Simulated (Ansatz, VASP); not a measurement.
# TiB2: VASP beside Ansatz

```xyz
3
Lattice="3.0898 0.0000 0.0000 -1.5449 2.6758 0.0000 0.0000 0.0000 3.2284" Properties=species:S:1:pos:R:3 pbc="T T T"
Ti    0.0000    0.0000    0.0000
B     0.0000    1.7839    1.6142
B     1.5449    0.8919    1.6142
```

Change from the starting cell: equal xx and yy strain of +2 %, crystal datasets.

Alike in both runs: task electric field gradients; functional PBEsol; k mesh 15 × 15 × 13; occupations fermi-dirac, width 0.08 eV; no spin polarisation.

|  | VASP | Ansatz |
| --- | --- | --- |
| version | VASP 6.6.1 | Ansatz 0.2.0 |
| potentials or method | VASP PAW PBE potentials, release 64 (Ti_sv, B), cutoff 520 eV | all-electron PAW with datasets made for the crystal, scalar-relativistic |

Ansatz gave:

```
pressure (GPa)                                                 : -14.9
largest component of the traceless stress (GPa)                : 4.59
Vzz of the field gradient on the site that differs most (V/Å²) : 17.9
```

Task: Estimate VASP's values.

Result: Pressure (GPa): -14.5; largest component of the traceless stress (GPa): 4.48; Vzz of the field gradient on the site that differs most (V/Å²): 15.3.

Ansatz ran all-electron here, so the differences hold the error of VASP's frozen core and of both bases.

Caveats: the PAW data sets were made with another functional, which shifts forces and pressure a little (VASP).
